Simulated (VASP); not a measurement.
# Pt (Fm-3m) in VASP: a series of runs

Aim: see how the results for Pt move with the level of theory and the settings. Levels: PBE+D3(BJ), RPBE, LDA. Tasks: relaxation of cell and atoms.

All numbers are computed with VASP 6.6.1; they aren't measurements. Logs are shortened: lines on timing, memory, paths and dates and some standing lists are left out, and cuts for length are marked.

## Step 1: The crystal as given

The structure is cubic, space group Fm-3m (No. 225). Conventional cell: a = 3.925 Å, b = 3.925 Å, c = 3.925 Å, α = 90.00°, β = 90.00°, γ = 90.00°. Around Pt (site symmetry m-3m) lie 12 Pt at 2.78 Å.

## Step 2: Relaxation of cell and atoms, PBE+D3(BJ)

Input file INCAR:

```
  PREC = Accurate
  ENCUT = 600
  EDIFF = 1E-7
  ISMEAR = 1
  SIGMA = 0.1
  LREAL = F
  LASPH = T
  NELM = 80
  ALGO = Normal
  ISIF = 3
  LWAVE = F
  LCHARG = F
  GGA = PE
  IVDW = 12
  IBRION = 2
  NSW = 90
  EDIFFG = -0.005
```

Input file KPOINTS:

```
Automatic mesh
0
Gamma
  16 16 16
```

Input file POSCAR:

```
Pt                                      
1.0
    0.0000000000      1.9627480676      1.9627480676
    1.9627480676      0.0000000000      1.9627480676
    1.9627480676      1.9627480676     -0.0000000000
  Pt            
     1
Direct
     0.0000000000000000    0.0000000000000000    0.0000000000000000
```

Potentials or basis: VASP PAW PBE potentials, release 64 (Pt).

Run with:

```bash
> cat potpaw_PBE.64/Pt/POTCAR > POTCAR
> mpirun -np 1 vasp_std > vasp.out
```

OUTCAR:

```text
PREC = Accurate
   ENCUT = 600
   EDIFF = 1E-7
   ISMEAR = 1
   LREAL = F
   LASPH = T
   NELM = 80
   ISIF = 3
   GGA = PE
   IVDW = 12
   IBRION = 2
   NSW = 90
   EDIFFG = -0.005
 IVDW          = 12

 ion  position               nearest neighbor table
   1  0.000  0.000  0.000-

  LATTYP: Found a face centered cubic cell.
 ALAT       =     3.9254961352

  Lattice vectors:

 A1 = (   0.0000000000,   1.9627480676,   1.9627480676)
 A2 = (   1.9627480676,   0.0000000000,   1.9627480676)
 A3 = (   1.9627480676,   1.9627480676,   0.0000000000)

Analysis of symmetry for initial positions (statically):
=====================================================================
 Subroutine PRICEL returns:
 Original cell was already a primitive cell.

 Routine SETGRP: Setting up the symmetry group for a
 face centered cubic supercell.

 Subroutine GETGRP returns: Found 48 space group operations
 (whereof 48 operations were pure point group operations)
 out of a pool of 48 trial point group operations.

The static configuration has the point symmetry O_h .

Analysis of symmetry for dynamics (positions and initial velocities):
=====================================================================
 Subroutine PRICEL returns:
 Original cell was already a primitive cell.

 Routine SETGRP: Setting up the symmetry group for a
 face centered cubic supercell.

 Subroutine GETGRP returns: Found 48 space group operations
 (whereof 48 operations were pure point group operations)
 out of a pool of 48 trial point group operations.

The dynamic configuration has the point symmetry O_h .

 Subroutine INISYM returns: Found 48 space group operations
 (whereof 48 operations are pure point group operations),
 and found     1 'primitive' translations

----------------------------------------------------------------------------------------

                                     Primitive cell

  volume of cell :      15.1225

  direct lattice vectors                    reciprocal lattice vectors
     0.000000000  1.962748068  1.962748068    -0.254744869  0.254744869  0.254744869
     1.962748068  0.000000000  1.962748068     0.254744869 -0.254744869  0.254744869
     1.962748068  1.962748068  0.000000000     0.254744869  0.254744869 -0.254744869

  length of vectors
     2.775744937  2.775744937  2.775744937     0.441231057  0.441231057  0.441231057

  position of ions in fractional coordinates (direct lattice)
     0.000000000  0.000000000  0.000000000

  ion indices of the primitive-cell ions
   primitive index   ion index
                 1           1

----------------------------------------------------------------------------------------

 KPOINTS: Automatic mesh

Automatic generation of k-mesh.
 Grid dimensions read from file:
 generate k-points for:   16   16   16

 Generating k-lattice:

  Cartesian coordinates                     Fractional coordinates (reciprocal lattice)
    -0.015921554  0.015921554  0.015921554     0.062500000  0.000000000  0.000000000
     0.015921554 -0.015921554  0.015921554     0.000000000  0.062500000  0.000000000
     0.015921554  0.015921554 -0.015921554     0.000000000  0.000000000  0.062500000

  Length of vectors
     0.027576941  0.027576941  0.027576941

  Shift w.r.t. Gamma in fractional coordinates (k-lattice)
     0.000000000  0.000000000  0.000000000

 Subroutine IBZKPT returns following result:
 ===========================================

 Found    145 irreducible k-points:

 Following reciprocal coordinates:
            Coordinates               Weight
  0.000000  0.000000  0.000000      1.000000
  0.062500  0.000000  0.000000      8.000000
  0.125000  0.000000  0.000000      8.000000
  0.187500  0.000000  0.000000      8.000000
  0.250000  0.000000  0.000000      8.000000
  0.312500  0.000000  0.000000      8.000000
[... 16 lines left out ...]
 -0.125000  0.062500  0.000000     24.000000
 -0.062500  0.062500  0.000000     12.000000
 [... further k-points ...]
   k-points           NKPTS =    145   k-points in BZ     NKDIM =    145   number of bands    NBANDS=      9
   number of dos      NEDOS =    301   number of ions     NIONS =      1
   total plane-waves  NPLWV =  13824
   dimension x,y,z NGX =    24 NGY =   24 NGZ =   24
   dimension x,y,z NGXF=    48 NGYF=   48 NGZF=   48
   ions per type =               1
   NGX,Y,Z   is equivalent  to a cutoff of  14.37, 14.37, 14.37 a.u.
   NGXF,Y,Z  is equivalent  to a cutoff of  28.75, 28.75, 28.75 a.u.
 SYSTEM =  unknown system
   PREC   = accura    normal or accurate (medium, high low for compatibility)
   ISTART =      0    job   : 0-new  1-cont  2-samecut
   ICHARG =      2    charge: 1-file 2-atom 10-const
   ISPIN  =      1    spin polarized calculation?
   LNONCOLLINEAR =      F non collinear calculations
   LSORBIT =      F    spin-orbit coupling
   LASPH  =      T    aspherical Exc in radial PAW
   ENCUT  =  600.0 eV  44.10 Ry    6.64 a.u.   5.54  5.54  5.54*2*pi/ulx,y,z
   NELM   =     80;   NELMIN=  2; NELMDL= -5     # of ELM steps
   EDIFF  = 0.1E-06   stopping-criterion for ELM
   LREAL  =      F    real-space projection
   EDIFFG = -.5E-02   stopping-criterion for IOM
   NSW    =     90    number of steps for IOM
   IBRION =      2    ionic relax: 0-MD 1-quasi-New 2-CG
   NFREE  =      1    steps in history (QN), initial steepest desc. (CG)
   ISIF   =      3    stress and relaxation
   ISYM   =      2    0-nonsym 1-usesym 2-fastsym
   POTIM  = 0.5000    time-step for ionic-motion
   TEBEG  =    0.0;   TEEND  =   0.0 temperature during run
   PSTRESS=    0.0 pullay stress
   NELECT =      10.0000    total number of electrons
   NUPDOWN=      -1.0000    fix difference up-down
   EMIN   =  10.00;   EMAX   =-10.00  energy-range for DOS
   EFERMI =   0.00;   METHOD = LEGACY
   ISMEAR =     1;   SIGMA  =   0.10  broadening in eV -4-tet -1-fermi 0-gaus
   EFERMI_NEDOS =   21; number of points for ismear=-14 and -15
   IALGO  =     38    algorithm
   IMIX   =      4    mixing-type and parameters
     AMIX     =   0.40;   BMIX     =  1.00
     AMIX_MAG =   1.60;   BMIX_MAG =  1.00
  volume/ion in A,a.u.               =      15.12       102.05
  Fermi-wavevector in a.u.,A,eV,Ry     =   1.426265  2.695250 27.677411  2.034232
  Thomas-Fermi vector in A             =   2.546561
   LORBIT       =      0    0 simple, 1 ext, 2 COOP (PROOUT), +10 PAW based schemes
   GGA     = PE    functional components
   LHFCALC =     F    Hartree Fock is set to
   AEXX    =    0.0000 exact exchange contribution
   IVDW    =    12    specifies the selected vdW correction
   LEPSILON=     F    determine dielectric tensor
   LRPA    =     F    only Hartree local field effects (RPA)
 conjugate gradient relaxation of ions
 non-spin polarized calculation
 Methfessel and Paxton  Order N= 1 SIGMA  =   0.10
  energy-cutoff  :      600.00
  volume of cell :       15.12
 maximum number of plane-waves:       531
 NGX is ok and might be reduce to    24
   NGX = 11   NGY = 11   NGZ = 11

 number of electron      10.0000000 magnetization

 Free energy of the ion-electron system (eV)
  ---------------------------------------------------
  ext. energy  EPLUGINS =         0.00000000
  ---------------------------------------------------
  free energy    TOTEN  =        -6.08316467 eV

  energy without entropy =       -6.08230924  energy(sigma->0) =       -6.08287952

 E-fermi :  11.1841     XC(G=0): -13.4751

 val. band max:       11.1752549061   @ k =  -0.2500   0.1250   0.0000
 cond. band min:      11.2081716816   @ k =  -0.4375   0.3125   0.0000
 fundamental gap:      0.0329167755
 Fermi energy:        11.1840913116

 k-point     1 :       0.0000    0.0000    0.0000
  band No.  band energies     occupation
      1       1.0268      2.00000
      2       7.4358      2.00000
      3       7.4358      2.00000
      4       7.4358      2.00000
      5       9.5812      2.00000
      6       9.5812      2.00000
      7      25.8600      0.00000
      8      30.8117      0.00000
      9      30.8117      0.00000

 k-point     2 :       0.0625    0.0000    0.0000
  band No.  band energies     occupation
      1       1.1837      2.00000
      2       7.3658      2.00000
      3       7.4980      2.00000
      4       7.4980      2.00000
      5       9.5463      2.00000
      6       9.5463      2.00000
      7      26.1039      0.00000
      8      29.9912      0.00000
      9      31.0527      0.00000

 k-point     3 :       0.1250    0.0000    0.0000
  band No.  band energies     occupation
      1       1.6360      2.00000
      2       7.1944      2.00000
      3       7.6540      2.00000
      4       7.6540      2.00000
      5       9.4808      2.00000
      6       9.4808      2.00000
      7      26.7473      0.00000
      8      28.3524      0.00000
      9      31.7472      0.00000

 k-point     4 :       0.1875    0.0000    0.0000
  band No.  band energies     occupation
      1       2.3168      2.00000
      2       7.0352      2.00000
      3       7.7998      2.00000
      4       7.7998      2.00000
      5       9.5056      2.00000
      6       9.5056      2.00000
      7      26.5028      0.00000
      8      27.4709      0.00000
      9      32.7985      0.00000
[... 205 lines left out ...]
 k-point    22 :      -0.1875    0.0625    0.0000
  band No.  band energies     occupation
      1       2.7018      2.00000
      2       6.9021      2.00000
      3       7.8532      2.00000
      4       7.9134      2.00000
      5       9.2244      2.00000
      6       9.9147      2.00000
      7      25.9408      0.00000
      8      27.7741      0.00000
      9      31.8226      0.00000

 k-point    23 :      -0.1250    0.0625    0.0000
  band No.  band energies     occupation
      1       1.9751      2.00000
      2       7.0382      2.00000
      3       7.7683      2.00000
      4       7.7896      2.00000
      5       9.2284      2.00000
      6       9.6862      2.00000
      7      27.1859      0.00000
      8      27.7521      0.00000
      9      31.1825      0.00000

 k-point    24 :      -0.0625    0.0625    0.0000
  band No.  band energies     occupation
      1       1.4400      2.00000
      2       7.2364      2.00000
      3       7.5847      2.00000
      4       7.6288      2.00000
      5       9.3895      2.00000
      6       9.6079      2.00000
      7      26.4878      0.00000
      8      29.2148      0.00000
      9      30.8788      0.00000

 [... further k-points ...]

------------------------ aborting loop because EDIFF is reached ----------------------------------------

 Edisp (eV)   -0.77703

 E8    (eV) :    -0.3563

  FORCE on cell =-STRESS in cart. coord.  units (eV):
  Direction    XX          YY          ZZ          XY          YZ          ZX
  --------------------------------------------------------------------------------------
  -------------------------------------------------------------------------------------
  Total       0.00159     0.00159     0.00159     0.00000     0.00000    -0.00000
  in kB       0.16804     0.16804     0.16804     0.00000     0.00000    -0.00000
  external pressure =        0.17 kB  Pullay stress =        0.00 kB

 VOLUME and BASIS-vectors are now :
 -----------------------------------------------------------------------------
  energy-cutoff  :      600.00
  volume of cell :       15.12
      direct lattice vectors                 reciprocal lattice vectors
     0.000000000  1.962748068  1.962748068    -0.254744869  0.254744869  0.254744869
     1.962748068  0.000000000  1.962748068     0.254744869 -0.254744869  0.254744869
     1.962748068  1.962748068  0.000000000     0.254744869  0.254744869 -0.254744869

 POSITION                                       TOTAL-FORCE (eV/Angst)
 -----------------------------------------------------------------------------------
      0.00000      0.00000      0.00000         0.000000      0.000000      0.000000
 -----------------------------------------------------------------------------------
    total drift:                               -0.000000      0.000000     -0.000000

  FREE ENERGIE OF THE ION-ELECTRON SYSTEM (eV)
  ---------------------------------------------------
  free  energy   TOTEN  =        -6.8601958043 eV

  energy  without entropy=       -6.8593403783  energy(sigma->0) =       -6.85991066

 reached required accuracy - stopping structural energy minimisation
```

Wall time 8.2 s (1 thread of Intel Xeon 6975P-C (Granite Rapids), shared host); peak memory 0.17 GiB.

What came out:

```
Free energy                : -6.8602 eV
Pressure after relaxing    : 0.0 GPa
Band gap on the k mesh     : none (metal or under the smearing width)
Dispersion energy per atom : -0.777 eV
```

Final structure:
```xyz
1
Lattice="0.0000 1.9627 1.9627 1.9627 0.0000 1.9627 1.9627 1.9627 0.0000" Properties=species:S:1:pos:R:3 pbc="T T T"
Pt    0.0000    0.0000    0.0000
```

Caveat: the relaxation stopped at its first step, so nothing moved; pairwise dispersion overbinds metals, which lowers pressure and volume. Spin-orbit coupling is left out, which matters for the levels of Pt.

(Continued in part 2 of 3.)
